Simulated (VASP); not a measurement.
# Sb2S3 (Stibnite) (Pnma) in VASP: notebook

Aim: see how the results for Sb2S3 (Stibnite) move with the level of theory and the settings. Levels: PBE+D3(BJ), LDA. Tasks: relaxation of cell and atoms.

Program: VASP 6.6.1. These are calculated values, not measurements. Logs are shortened: lines on timing, memory, paths and dates and some standing lists are left out, and cuts for length are marked.

### 1 The crystal as given

The structure is orthorhombic, space group Pnma (No. 62). Conventional cell: a = 11.149 Å, b = 3.840 Å, c = 10.933 Å, α = 90.00°, β = 90.00°, γ = 90.00°. Sb (site symmetry m) has 3 S at 2.57 Å as nearest neighbours. Sb (site symmetry m) has 5 S at 2.50 to 2.85 Å as nearest neighbours. S (site symmetry m) has 3 Sb at 2.57 to 2.67 Å as nearest neighbours. S (site symmetry m) is surrounded by 3 Sb at 2.50 to 2.85 Å. S (site symmetry m) has 2 Sb at 2.57 Å as nearest neighbours.

### 2 Relaxation of cell and atoms, PBE+D3(BJ)

Input file INCAR:

```
SYSTEM = Sb2S3
  PREC = Accurate
  ENCUT = 600
  EDIFF = 1E-7
  ISMEAR = 0
  SIGMA = 0.03
  LREAL = .FALSE.
  LASPH = .TRUE.
  NELM = 80
  ALGO = Normal
  ISIF = 3
  LWAVE = .FALSE.
  LCHARG = .FALSE.
  GGA = PE
  IVDW = 12
  IBRION = 2
  NSW = 90
  EDIFFG = -0.005
  KPAR = 4
```

Input file KPOINTS:

```
Automatic mesh
0
G
  4 8 4
  0 0 0
```

Input file POSCAR:

```
Sb2S3                                   
1.0
   11.1487970228      0.0000000000      0.0000000000
    0.0000000000      3.8402691863      0.0000000000
    0.0000000000     -0.0000000000     10.9333037693
  Sb              S             
     8    12
Direct
     0.4788402252264538    0.2500000000000000    0.3260922800758371
     0.0211597747735462    0.7500000000000000    0.8260922800758371
     0.9788402252264538    0.2500000000000000    0.1739077199241628
     0.5211597747735462    0.7500000000000000    0.6739077199241629
     0.3452495027559469    0.7500000000000000    0.0340894249371648
     0.1547504972440531    0.2500000000000000    0.5340894249371649
     0.8452495027559467    0.7500000000000000    0.4659105750628350
     0.6547504972440533    0.2500000000000000    0.9659105750628351
     0.2884367713785786    0.2500000000000000    0.1936742635813293
     0.2115632286214214    0.7500000000000000    0.6936742635813291
     0.7884367713785787    0.2500000000000000    0.3063257364186707
     0.7115632286214213    0.7500000000000000    0.8063257364186709
     0.5506023526165070    0.7500000000000000    0.1267064553637317
     0.9493976473834930    0.2500000000000000    0.6267064553637317
     0.0506023526165071    0.7500000000000000    0.3732935446362681
     0.4493976473834929    0.2500000000000000    0.8732935446362683
     0.3751748258827151    0.7500000000000000    0.4416014514270912
     0.1248251741172851    0.2500000000000000    0.9416014514270913
     0.8751748258827148    0.7500000000000000    0.0583985485729088
     0.6248251741172852    0.2500000000000000    0.5583985485729087
```

Potentials or basis: VASP PAW PBE potentials, release 64 (Sb, S).

Started as:

```console
$ cat potpaw_PBE.64/Sb/POTCAR potpaw_PBE.64/S/POTCAR > POTCAR
$ mpirun -np 4 vasp_std > vasp.out
```

OUTCAR:

```text
SYSTEM = Sb2S3
   PREC = Accurate
   ENCUT = 600
   EDIFF = 1E-7
   ISMEAR = 0
   LREAL = .FALSE.
   LASPH = .TRUE.
   NELM = 80
   ISIF = 3
   GGA = PE
   IVDW = 12
   IBRION = 2
   NSW = 90
   EDIFFG = -0.005
 IVDW          = 12

 ion  position               nearest neighbor table
   1  0.479  0.250  0.326-   9 2.57  17 2.57  17 2.57  13 3.01  13 3.01  20 3.02
   2  0.021  0.750  0.826-  10 2.57  18 2.57  18 2.57  14 3.01  14 3.01  19 3.02
   3  0.979  0.250  0.174-  11 2.57  19 2.57  19 2.57  15 3.01  15 3.01  18 3.02
   4  0.521  0.750  0.674-  12 2.57  20 2.57  20 2.57  16 3.01  16 3.01  17 3.02
   5  0.345  0.750  0.034-  13 2.50   9 2.67   9 2.67  16 2.85  16 2.85  18 3.28  18 3.28
   6  0.155  0.250  0.534-  14 2.50  10 2.67  10 2.67  15 2.85  15 2.85  17 3.28  17 3.28
   7  0.845  0.750  0.466-  15 2.50  11 2.67  11 2.67  14 2.85  14 2.85  20 3.28  20 3.28
   8  0.655  0.250  0.966-  16 2.50  12 2.67  12 2.67  13 2.85  13 2.85  19 3.28  19 3.28
   9  0.288  0.250  0.194-   1 2.57   5 2.67   5 2.67
  10  0.212  0.750  0.694-   2 2.57   6 2.67   6 2.67
  11  0.788  0.250  0.306-   3 2.57   7 2.67   7 2.67
  12  0.712  0.750  0.806-   4 2.57   8 2.67   8 2.67
  13  0.551  0.750  0.127-   5 2.50   8 2.85   8 2.85   1 3.01   1 3.01
  14  0.949  0.250  0.627-   6 2.50   7 2.85   7 2.85   2 3.01   2 3.01
  15  0.051  0.750  0.373-   7 2.50   6 2.85   6 2.85   3 3.01   3 3.01
  16  0.449  0.250  0.873-   8 2.50   5 2.85   5 2.85   4 3.01   4 3.01
  17  0.375  0.750  0.442-   1 2.57   1 2.57   4 3.02   6 3.28   6 3.28
  18  0.125  0.250  0.942-   2 2.57   2 2.57   3 3.02   5 3.28   5 3.28
  19  0.875  0.750  0.058-   3 2.57   3 2.57   2 3.02   8 3.28   8 3.28
  20  0.625  0.250  0.558-   4 2.57   4 2.57   1 3.02   7 3.28   7 3.28

  LATTYP: Found a simple orthorhombic cell.
 ALAT       =     3.8402691863
 B/A-ratio  =     2.8470149458
 C/A-ratio  =     2.9031290469

  Lattice vectors:

 A1 = (   0.0000000000,   3.8402691863,   0.0000000000)
 A2 = (   0.0000000000,   0.0000000000,  10.9333037693)
 A3 = (  11.1487970228,   0.0000000000,   0.0000000000)

Analysis of symmetry for initial positions (statically):
=====================================================================
 Subroutine PRICEL returns:
 Original cell was already a primitive cell.

 Routine SETGRP: Setting up the symmetry group for a
 simple orthorhombic supercell.

 Subroutine GETGRP returns: Found  8 space group operations
 (whereof  2 operations were pure point group operations)
 out of a pool of  8 trial point group operations.

The static configuration has the point symmetry S_2 .
 The point group associated with its full space group is D_2h.

Analysis of symmetry for dynamics (positions and initial velocities):
=====================================================================
 Subroutine PRICEL returns:
 Original cell was already a primitive cell.
[... 134 lines left out ...]
   NGXF,Y,Z  is equivalent  to a cutoff of  26.84, 27.71, 27.37 a.u.
 SYSTEM =  Sb2S3
   PREC   = accura    normal or accurate (medium, high low for compatibility)
   ISTART =      0    job   : 0-new  1-cont  2-samecut
   ICHARG =      2    charge: 1-file 2-atom 10-const
   ISPIN  =      1    spin polarized calculation?
   LNONCOLLINEAR =      F non collinear calculations
   LSORBIT =      F    spin-orbit coupling
   LASPH  =      T    aspherical Exc in radial PAW
   ENCUT  =  600.0 eV  44.10 Ry    6.64 a.u.  22.27  7.67 21.84*2*pi/ulx,y,z
   NELM   =     80;   NELMIN=  2; NELMDL= -5     # of ELM steps
   EDIFF  = 0.1E-06   stopping-criterion for ELM
   LREAL  =      F    real-space projection
   EDIFFG = -.5E-02   stopping-criterion for IOM
   NSW    =     90    number of steps for IOM
   IBRION =      2    ionic relax: 0-MD 1-quasi-New 2-CG
   NFREE  =      1    steps in history (QN), initial steepest desc. (CG)
   ISIF   =      3    stress and relaxation
   ISYM   =      2    0-nonsym 1-usesym 2-fastsym
   POTIM  = 0.5000    time-step for ionic-motion
   TEBEG  =    0.0;   TEEND  =   0.0 temperature during run
   PSTRESS=    0.0 pullay stress
   NELECT =     112.0000    total number of electrons
   NUPDOWN=      -1.0000    fix difference up-down
   EMIN   =  10.00;   EMAX   =-10.00  energy-range for DOS
   EFERMI =   0.00;   METHOD = LEGACY
   ISMEAR =     0;   SIGMA  =   0.03  broadening in eV -4-tet -1-fermi 0-gaus
   EFERMI_NEDOS =   21; number of points for ismear=-14 and -15
   IALGO  =     38    algorithm
   IMIX   =      4    mixing-type and parameters
     AMIX     =   0.40;   BMIX     =  1.00
     AMIX_MAG =   1.60;   BMIX_MAG =  1.00
  volume/ion in A,a.u.               =      23.41       157.95
  Fermi-wavevector in a.u.,A,eV,Ry     =   1.016328  1.920581 14.053760  1.032922
  Thomas-Fermi vector in A             =   2.149665
   LORBIT       =      0    0 simple, 1 ext, 2 COOP (PROOUT), +10 PAW based schemes
   GGA     = PE    functional components
   LHFCALC =     F    Hartree Fock is set to
   AEXX    =    0.0000 exact exchange contribution
   IVDW    =    12    specifies the selected vdW correction
   LEPSILON=     F    determine dielectric tensor
   LRPA    =     F    only Hartree local field effects (RPA)
 conjugate gradient relaxation of ions
 non-spin polarized calculation
 Gauss-broadening in eV      SIGMA  =   0.03
  energy-cutoff  :      600.00
  volume of cell :      468.10
 maximum number of plane-waves:     15672
 NGX is ok and might be reduce to    90
   NGX = 45   NGY = 15   NGZ = 43

--------------------------------------- Ionic step        1  -------------------------------------------

 number of electron     111.9999993 magnetization

 Free energy of the ion-electron system (eV)
  ---------------------------------------------------
  ext. energy  EPLUGINS =         0.00000000
  ---------------------------------------------------
  free energy    TOTEN  =       -87.36595119 eV

  energy without entropy =      -87.36595119  energy(sigma->0) =      -87.36595119

------------------------ aborting loop because EDIFF is reached ----------------------------------------

 Edisp (eV)   -7.63700

 E8    (eV) :    -3.1641
[... 165 lines left out ...]
--------------------------------------- Ionic step        4  -------------------------------------------

 number of electron     111.9999993 magnetization

 Free energy of the ion-electron system (eV)
  ---------------------------------------------------
  ext. energy  EPLUGINS =         0.00000000
  ---------------------------------------------------
  free energy    TOTEN  =       -87.36741929 eV

  energy without entropy =      -87.36741929  energy(sigma->0) =      -87.36741929

 E-fermi :   5.9055     XC(G=0):  -9.6557

 val. band max:        5.7491641492   @ k =   0.0000   0.0000   0.0000
 cond. band min:       6.9507742320   @ k =   0.0000   0.0000   0.0000
 fundamental gap:      1.2016100829
 Fermi energy:         5.9055380894

 k-point     1 :       0.0000    0.0000    0.0000
  band No.  band energies     occupation
      1      -8.6585      2.00000
      2      -8.3041      2.00000
      3      -7.8574      2.00000
      4      -7.7522      2.00000
      5      -7.7016      2.00000
      6      -7.4032      2.00000
[... 1669 lines left out ...]
     66       8.8966      0.00000
     67       9.1065      0.00000

 [... further k-points ...]

------------------------ aborting loop because EDIFF is reached ----------------------------------------

 Edisp (eV)   -7.63557

 E8    (eV) :    -3.1635
[... 43 lines left out ...]
  FREE ENERGIE OF THE ION-ELECTRON SYSTEM (eV)
  ---------------------------------------------------
  free  energy   TOTEN  =       -95.0029847361 eV

  energy  without entropy=      -95.0029847361  energy(sigma->0) =      -95.00298474

 reached required accuracy - stopping structural energy minimisation
```

OSZICAR:

```text
N       E                     dE             d eps       ncg     rms          rms(c)
DAV:   1     0.814234540294E+03    0.81423E+03   -0.47012E+04  6030   0.158E+03
DAV:   2     0.977660218390E+01   -0.80446E+03   -0.77955E+03  7309   0.249E+02
DAV:   3    -0.877856352155E+02   -0.97562E+02   -0.95359E+02  7344   0.933E+01
[... 32 lines left out ...]
       N       E                     dE             d eps       ncg     rms          rms(c)
DAV:   1    -0.873674184838E+02    0.53970E-03   -0.33484E-04  6253   0.573E-02    0.125E-02
DAV:   2    -0.873674194312E+02   -0.94738E-06   -0.28763E-05  7484   0.176E-02    0.757E-03
DAV:   3    -0.873674192151E+02    0.21614E-06   -0.11384E-06  7305   0.367E-03    0.472E-03
DAV:   4    -0.873674192923E+02   -0.77251E-07   -0.37304E-07  5260   0.194E-03
   4 F= -.95002985E+02 E0= -.95002985E+02  d E =-.126826E-04
```

Run time: 23 min. Hardware: 4 MPI ranks of Intel Xeon Platinum 8488C (Sapphire Rapids), shared host; peak memory 1.4 GiB.

Results:

| Quantity | Value |
| --- | --- |
| Free energy | -95.0030 eV |
| Relaxed volume | 23.41 Å³/atom |
| Relaxed cell | a = 11.151 Å, b = 3.840 Å, c = 10.934 Å, α = 90.00°, β = 90.00°, γ = 90.00° |
| Space group after relaxing (to 0.05 Å) | Pnma (No. 62) |
| Energy gained by relaxing | 0.0 meV/atom |
| Ionic steps | 4 |
| Pressure after relaxing | 0.0 GPa |
| Largest force after relaxing | 0.005 eV/Å |
| Band gap on the k mesh | 1.20 eV, direct |
| Dispersion energy per atom | -0.382 eV |

Forces on the atoms (eV/Å):
```
Sb   0.002  0.000  0.002
Sb  -0.002  0.000  0.002
Sb   0.002  0.000 -0.002
Sb  -0.002  0.000 -0.002
Sb   0.003  0.000  0.004
Sb  -0.003  0.000  0.004
Sb   0.003  0.000 -0.004
Sb  -0.003  0.000 -0.004
S    0.005  0.000  0.001
S   -0.005  0.000  0.001
S    0.005  0.000 -0.001
S   -0.005  0.000 -0.001
S    0.001  0.000  0.002
S   -0.001  0.000  0.002
S    0.001  0.000 -0.002
S   -0.001  0.000 -0.002
S    0.002  0.000 -0.003
S   -0.002  0.000 -0.003
S    0.002  0.000  0.003
S   -0.002  0.000  0.003
```

Final structure:
```xyz
20
Lattice="11.1506 0.0000 0.0000 0.0000 3.8403 0.0000 0.0000 0.0000 10.9335" Properties=species:S:1:pos:R:3 pbc="T T T"
Sb    5.3401    0.9601    3.5652
Sb    0.2352    2.8802    9.0319
Sb   10.9154    0.9601    1.9016
Sb    5.8105    2.8802    7.3683
Sb    3.8502    2.8802    0.3729
Sb    1.7251    0.9601    5.8396
Sb    9.4255    2.8802    5.0939
Sb    7.3004    0.9601   10.5607
S     3.2163    0.9601    2.1176
S     2.3590    2.8802    7.5844
S     8.7916    0.9601    3.3491
S     7.9343    2.8802    8.8159
S     6.1400    2.8802    1.3857
S    10.5859    0.9601    6.8525
S     0.5647    2.8802    4.0810
S     5.0106    0.9601    9.5478
S     4.1833    2.8802    4.8280
S     1.3920    0.9601   10.2947
S     9.7586    2.8802    0.6388
S     6.9673    0.9601    6.1055
```

Caveat: spin-orbit coupling is left out, which moves the levels of the heavy elements. A k mesh can miss the band edges.

### 3 Relaxation of cell and atoms, LDA

This run uses another cell than the first one, of 24.37 Å³/atom, 1.041 times its volume.

Input file INCAR:

```
SYSTEM = Sb2S3
PREC = Accurate ; ENCUT = 600
EDIFF = 1E-6 ; ISMEAR = 0
SIGMA = 0.03 ; LREAL = .FALSE.
LASPH = .TRUE. ; NELM = 80
ALGO = Normal ; ISIF = 3
LWAVE = .FALSE. ; LCHARG = .FALSE.
IBRION = 2 ; NSW = 90
EDIFFG = -0.01 ; KPAR = 4
```

Input file KPOINTS:

```
regular mesh
0
G
  4 8 4
  0 0 0
```

Input file POSCAR:

```
Sb2S3
1.0
   11.3110000000      0.0000000000      0.0000000000
    0.0000000000      3.8389000000      0.0000000000
    0.0000000000      0.0000000000     11.2230000000
Sb S
8 12
Direct
    0.4706100000      0.2500000000      0.3259500000
    0.0293900000      0.7500000000      0.8259500000
    0.9706100000      0.2500000000      0.1740500000
    0.5293900000      0.7500000000      0.6740500000
    0.3505900000      0.7500000000      0.0360200000
    0.1494100000      0.2500000000      0.5360200000
    0.8505900000      0.7500000000      0.4639800000
    0.6494100000      0.2500000000      0.9639800000
    0.2921400000      0.2500000000      0.1918100000
    0.2078600000      0.7500000000      0.6918100000
    0.7921400000      0.2500000000      0.3081900000
    0.7078600000      0.7500000000      0.8081900000
    0.5498000000      0.7500000000      0.1230000000
    0.9502000000      0.2500000000      0.6230000000
    0.0498000000      0.7500000000      0.3770000000
    0.4502000000      0.2500000000      0.8770000000
    0.3751000000      0.7500000000      0.4389000000
    0.1249000000      0.2500000000      0.9389000000
    0.8751000000      0.7500000000      0.0611000000
    0.6249000000      0.2500000000      0.5611000000
```

Potentials or basis: VASP PAW LDA potentials, release 64 (Sb, S).

Started as:

```console
$ cat potpaw_LDA.64/Sb/POTCAR potpaw_LDA.64/S/POTCAR > POTCAR
$ mpirun -np 4 vasp_std > vasp.out
```

It took 1.7 h on 4 MPI ranks of Intel Xeon Platinum 8559C (Emerald Rapids), shared host; peak memory 1.4 GiB.

It converged, with:

* Free energy: -100.4465 eV
* Relaxed volume: 22.69 Å³/atom
* Relaxed cell: a = 11.036 Å, b = 3.809 Å, c = 10.795 Å, α = 90.00°, β = 90.00°, γ = 90.00°
* Space group after relaxing (to 0.05 Å): Pnma (No. 62)
* Energy gained by relaxing: 14.0 meV/atom
* Ionic steps: 20
* Pressure after relaxing: 0.0 GPa
* Largest force after relaxing: 0.009 eV/Å
* Band gap on the k mesh: 1.08 eV, direct

Forces on the atoms (eV/Å):
```
Sb   0.006  0.000  0.001
Sb  -0.006  0.000  0.001
Sb   0.006  0.000 -0.001
Sb  -0.006  0.000 -0.001
Sb   0.004  0.000  0.009
Sb  -0.004  0.000  0.009
Sb   0.004  0.000 -0.009
Sb  -0.004  0.000 -0.009
S    0.005  0.000 -0.005
S   -0.005  0.000 -0.005
S    0.005  0.000  0.005
S   -0.005  0.000  0.005
S    0.001  0.000  0.001
S   -0.001  0.000  0.001
S    0.001  0.000 -0.001
S   -0.001  0.000 -0.001
S    0.004  0.000 -0.002
S   -0.004  0.000 -0.002
S    0.004  0.000  0.002
S   -0.004  0.000  0.002
```

Step by step:
```csv
step,energy change (eV),largest force (eV/Å),pressure (GPa),volume (Å³)
1,0.0000,0.1933,-1.76,487.32
2,-0.1044,0.4422,0.80,468.68
3,-0.1079,0.4041,0.39,471.40
4,-0.1850,0.2051,0.09,467.14
5,-0.2020,0.2301,-0.09,463.82
6,-0.2411,0.1370,-0.15,460.98
7,-0.2506,0.1729,-0.17,458.70
8,-0.2676,0.0920,0.18,455.22
9,-0.2682,0.0962,0.27,454.39
10,-0.2719,0.0903,-0.28,456.44
11,-0.2725,0.0741,-0.14,455.87
12,-0.2763,0.0461,-0.05,455.18
13,-0.2772,0.0541,0.02,454.63
14,-0.2786,0.0262,-0.01,454.60
15,-0.2791,0.0270,-0.04,454.57
16,-0.2793,0.0230,0.06,453.89
17,-0.2793,0.0231,0.06,453.88
18,-0.2796,0.0195,0.05,453.87
19,-0.2798,0.0148,0.00,453.83
20,-0.2800,0.0095,0.00,453.83
```

Final structure:
```
Sb S
1.0
    11.03604    0.00000    0.00000
     0.00000    3.80948    0.00000
     0.00000    0.00000   10.79472
Sb S
8 12
Direct
  0.47925 0.25000 0.32543
  0.02075 0.75000 0.82543
  0.97925 0.25000 0.17457
  0.52075 0.75000 0.67457
  0.34341 0.75000 0.03215
  0.15659 0.25000 0.53215
  0.84341 0.75000 0.46785
  0.65659 0.25000 0.96785
  0.28720 0.25000 0.19313
  0.21280 0.75000 0.69313
  0.78720 0.25000 0.30687
  0.71280 0.75000 0.80687
  0.54971 0.75000 0.12727
  0.95029 0.25000 0.62727
  0.04971 0.75000 0.37273
  0.45029 0.25000 0.87273
  0.37396 0.75000 0.44201
  0.12604 0.25000 0.94201
  0.87396 0.75000 0.05799
  0.62604 0.25000 0.55799
```

Levels at points of the mesh, in eV from the valence-band top:
```
           k point  band 52  band 53  band 54  band 55  band 56  band 57  band 58  band 59  band 60  band 61
(0.00, 0.00, 0.00)    -0.42    -0.30    -0.29    -0.18     0.00     1.08     1.43     1.45     1.80     2.06
(0.50, 0.00, 0.00)    -0.67    -0.21    -0.21    -0.07    -0.07     1.38     1.38     1.65     1.65     1.92
(0.00, 0.50, 0.00)    -1.11    -0.74    -0.74    -0.10    -0.10     1.75     1.75     2.06     2.06     2.24
(0.50, 0.50, 0.00)    -1.39    -0.43    -0.43    -0.43    -0.43     2.07     2.07     2.07     2.07     2.42
(0.00, 0.00, 0.50)    -0.69    -0.21    -0.21    -0.16    -0.16     1.15     1.15     1.97     1.97     2.09
(0.50, 0.00, 0.50)    -0.70    -0.40    -0.40    -0.36    -0.36     1.23     1.23     1.96     1.96     2.14
(0.00, 0.50, 0.50)    -1.30    -0.83    -0.83    -0.51    -0.51     1.62     1.62     1.78     1.78     2.83
(0.50, 0.50, 0.50)    -1.26    -0.88    -0.88    -0.88    -0.88     1.83     1.83     1.83     1.83     2.44
```

Caveat: spin-orbit coupling is left out, which moves the levels of the heavy elements. As with any semilocal functional, this LDA gap is likely too small.
